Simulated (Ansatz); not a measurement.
Crystal: CuO (Tenorite).

```xyz
4
Lattice="2.3418 -1.7113 0.0000 2.3418 1.7113 0.0000 -0.8500 0.0000 5.0579" Properties=species:S:1:pos:R:3 pbc="T T T"
Cu    0.7459   -0.8557    2.5289
Cu    1.1709    0.8557    0.0000
O     1.7043    0.2793    3.7934
O     2.1293   -0.2793    1.2645
```

Base run:

| Item | Value |
| --- | --- |
| Program | Ansatz 0.2.0 |
| Functional | PBEsol |
| Potentials or basis | all-electron LAPW, scalar-relativistic |
| Cutoff | 406 eV (chosen from the basis error) |
| Basis error allowed | 0.002 eV/atom |
| k mesh | 10 × 10 × 5 |
| Occupations | fermi-dirac, width 0.05 eV |
| Spin | no spin polarisation |
| Hubbard terms | Cu d U = 8 eV |

Its results: band gap on the k mesh none (metal or under the smearing width); pressure 1.8 GPa; largest force 0.156 eV/Å.

Q: The run is repeated on the same cell with these changes: hubbard terms from Cu d U = 8 eV to Cu d U = 2 eV. What comes out?

A: Band gap on the k mesh none (metal or under the smearing width); pressure -1.9 GPa; largest force 0.308 eV/Å.

Caveats: U is the effective U less J, on atomic orbitals that reach past the spheres; the run has no spin polarisation, though such a crystal can be magnetic; U without spin polarisation on a metal has little footing; the density of states is complete only up to the lowest level of the last band computed.
